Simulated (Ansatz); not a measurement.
# C: the cost of one run

Program: Ansatz 0.2.0. Level of theory: DFT LDA, scalar-relativistic, plane waves, PAW. These are calculated values, not measurements.

1 further run of the same task is left out (set aside as unsound or not needed).

### Step 1. The system as given

The structure is trigonal, space group R-3m (No. 166). Conventional cell: a = 2.445 Å, b = 2.445 Å, c = 9.989 Å, α = 90.00°, β = 90.00°, γ = 120.00°. C (site symmetry 3m) is surrounded by 3 C at 1.41 Å.

Structure file:

```cif
data_structure
_symmetry_space_group_name_H-M 'P 1'
_symmetry_Int_Tables_number 1
_cell_length_a 4.3648
_cell_length_b 4.3648
_cell_length_c 4.3664
_cell_angle_alpha 68.116
_cell_angle_beta 68.116
_cell_angle_gamma 68.130
_cell_volume 68.94
loop_
_atom_site_label
_atom_site_type_symbol
_atom_site_fract_x
_atom_site_fract_y
_atom_site_fract_z
_atom_site_occupancy
C1 C 0.91662 0.41662 0.66662 1
C2 C 0.41662 0.91662 0.66662 1
C3 C 0.91662 0.91662 0.16662 1
C4 C 0.41662 0.41662 0.16662 1
C5 C 0.08338 0.58338 0.33338 1
C6 C 0.58338 0.08338 0.33338 1
C7 C 0.08338 0.08338 0.83338 1
C8 C 0.58338 0.58338 0.83338 1
```

It goes back to an entry of the Materials Project, which need not be the stable form.

It is built from the cell relaxed beforehand with the same method (8.62 Å³/atom).

### Step 2. The reference cell

The cell is repeated 4 times, 8 atoms in all. Reference values: F = -1943.8677 eV; pressure 0.01 GPa; largest force 0.000 eV/Å; gap on the mesh 0.42 eV. It was computed beforehand with the settings of the runs below.

### Step 3. The scan: rattled cells

All atoms are moved at random with no net shift, in some cells together with a random strain.

### Step 4. rms move = 0.393 Å

File input.yaml:

```yaml
crystal:
  lattice:
    - [1.2448267533, 2.6070690623, -3.2330688693]
    - [1.3892030677, -2.6244343673, -3.1855849501]
    - [-3.013233294, 0.1161245008, -3.3216347804]
  atoms:
    - { symbol: C, position: [1.0145472003, 0.3329149067, 0.5430843868] }
    - { symbol: C, position: [0.3241925944, 0.9748056687, 0.7344386836] }
    - { symbol: C, position: [0.9094947637, 0.9620465654, 0.1537362559] }
    - { symbol: C, position: [0.4957705111, 0.453452054, 0.1024308437] }
    - { symbol: C, position: [0.1058685843, 0.5218445679, 0.4192852994] }
    - { symbol: C, position: [0.5588980817, 0.1191571357, 0.3120572902] }
    - { symbol: C, position: [0.0508344437, 0.0076516073, 0.8940699706] }
    - { symbol: C, position: [0.5403938208, 0.6281274944, 0.8408972697] }
basis:
  ecutwfc: 420
kpoints:
  mp_grid: { grid: [8, 8, 8] }
hamiltonian:
  xc: lda
scf:
  occupations: { method: gaussian, width: 0.05 }
output:
  forces: true
  stress: true
  eigenvalues: true
```

The run is started by

```
ansatz run input.yaml --threads 1 --pin off --max-ram 2560MiB --backend cpu --events-out ev --progress --plain --runs-dir out
```

What time and memory should one allow on 1 thread of Oxide Virtual Turin-like (Zen 5), shared host?

About 19 s, with a peak of 0.63 GiB.
